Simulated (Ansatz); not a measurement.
Sb:

```
Sb
1.0
     3.16000    0.00000    0.00000
     0.00000    3.16000    0.00000
     0.00000    0.00000    3.16000
Sb
1
Direct
  0.00000 0.00000 0.00000
```

This isn't the form of Sb at room conditions, which is rhombohedral.

```yaml
Program: Ansatz 0.2.0
Task: relaxation of cell and atoms
Functional: PBEsol
Potentials_or_basis: all-electron LAPW, scalar-relativistic
Basis_error_allowed: 0.001 eV/atom
k_mesh: 8 × 8 × 8
Occupations: fermi-dirac, width 0.05 eV
Spin: no spin polarisation
```

At the start: volume 31.55 Å³/atom.

**Question.** How do energy, volume and symmetry change on relaxing?

**Answer.** Over 5 steps the energy falls by 42.1 meV/atom and the volume is 28.90 Å³/atom (-8.4 %); space group Pm-3m (No. 221, to 0.05 Å).

Step by step:
| step | energy change (eV) | largest force (eV/Å) | volume (Å³) |
| --- | --- | --- | --- |
| 1 | 0.0000 | 0.0000 | 31.55 |
| 2 | -0.0334 | 0.0000 | 27.81 |
| 3 | -0.0419 | 0.0000 | 29.06 |
| 4 | -0.0421 | 0.0000 | 28.90 |
| 5 | -0.0421 | 0.0000 | 28.90 |

Final structure:
```xyz
1
Lattice="3.0688 0.0000 0.0000 0.0000 3.0688 0.0000 0.0000 0.0000 3.0688" Properties=species:S:1:pos:R:3 pbc="T T T"
Sb    0.0000    0.0000    0.0000
```
